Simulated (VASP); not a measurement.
Here is a VASP 6.6.1 calculation.

INCAR

```
ALGO = Fast
EDIFF = 1E-6
ENCUT = 520
GGA = PE
ISIF = 2
ISMEAR = 0
LASPH = True
LCHARG = False
LREAL = Auto
LWAVE = False
NBANDS = 49
NELM = 100
PREC = Accurate
SIGMA = 0.01
```

Contents of KPOINTS:

```
k-points
0
Gamma
  1 1 1
```

File POSCAR:

```
HfSi15
1.0
    0.0000000000      5.4700936590     -5.4700936590
    5.4700936590      5.4700936590      0.0000000000
    5.4700936590      0.0000000000     -5.4700936590
Hf Si
1 15
Direct
    0.3750000000      0.3750000000      0.3750000000
    0.3694072989      0.8805927011      0.3694072989
    0.8805927011      0.3694072989      0.3694072989
    0.8805927011      0.8805927011      0.3694072989
    0.3694072989      0.3694072989      0.8805927011
    0.3694072989      0.8805927011      0.8805927011
    0.8805927011      0.3694072989      0.8805927011
    0.8750000000      0.8750000000      0.8750000000
    0.5092642436      0.5092642436     -0.0277927308
    0.5025866695     -0.0008622232     -0.0008622232
    0.9991377768      0.5025866695     -0.0008622232
    0.9991377768     -0.0008622232     -0.0008622232
    0.5092642436      0.5092642436      0.5092642436
    0.5092642436     -0.0277927308      0.5092642436
    0.9722072692      0.5092642436      0.5092642436
    0.9991377768     -0.0008622232      0.5025866695
```

Potentials or basis: VASP PAW PBE potentials, release 64 (Hf_pv, Si).

Launch:

```sh
$ cat potpaw_PBE.64/Hf_pv/POTCAR potpaw_PBE.64/Si/POTCAR > POTCAR
$ mpirun -np 1 vasp_gam > vasp.out
```

Q: Predict the pressure.

A: 6.9 GPa.

Q: What does it give for the band gap on the k mesh?

A: 0.53 eV, direct.

Q: Predict the largest force.

A: 0.013 eV/Å.

Forces on the atoms (eV/Å):
```
Hf   0.000  0.000  0.000
Si   0.000  0.000 -0.011
Si   0.011  0.000  0.000
Si   0.000 -0.011  0.000
Si   0.000  0.011  0.000
Si  -0.011  0.000  0.000
Si   0.000  0.000  0.011
Si   0.000  0.000  0.000
Si  -0.007  0.007  0.007
Si  -0.006  0.006 -0.006
Si   0.006  0.006  0.006
Si  -0.006 -0.006  0.006
Si   0.007  0.007 -0.007
Si  -0.007 -0.007 -0.007
Si   0.007 -0.007  0.007
Si   0.006 -0.006 -0.006
```

Caveat: spin-orbit coupling is left out, which moves the levels of the heavy elements.
